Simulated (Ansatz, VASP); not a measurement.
# Two plane-wave programs on KF (Carobbiite)

```
CELL_PARAMETERS angstrom
0.00000 2.65896 2.65896
2.65896 0.00000 2.65896
2.65896 2.65896 0.00000
ATOMIC_POSITIONS crystal
K 0.00000 0.00000 0.00000
F 0.50000 0.50000 0.50000
```

Alike in both runs: task single point; functional r2SCAN; k mesh 8 × 8 × 8; no spin polarisation.

|  | VASP | Ansatz |
| --- | --- | --- |
| version | VASP 6.6.1 | Ansatz 0.2.0 |
| potentials or method | VASP PAW PBE potentials, release 64 (K_sv, F) | plane waves, PAW |
| plane-wave cutoff (eV) | 520 | 500 |
| occupations | gaussian, width 0.01 eV | fixed |
| valence electrons in the cell | 16 | 16 |

```tsv
	VASP	Ansatz	Ansatz less VASP
gap on the k mesh at the Fermi level (eV)	6.91	6.91	+0.001
pressure (GPa)	0.0	0.0	+0.04
```

Caveats: the PAW data sets were made with another functional, which shifts forces and pressure a little (VASP). A k mesh can miss the band edges.
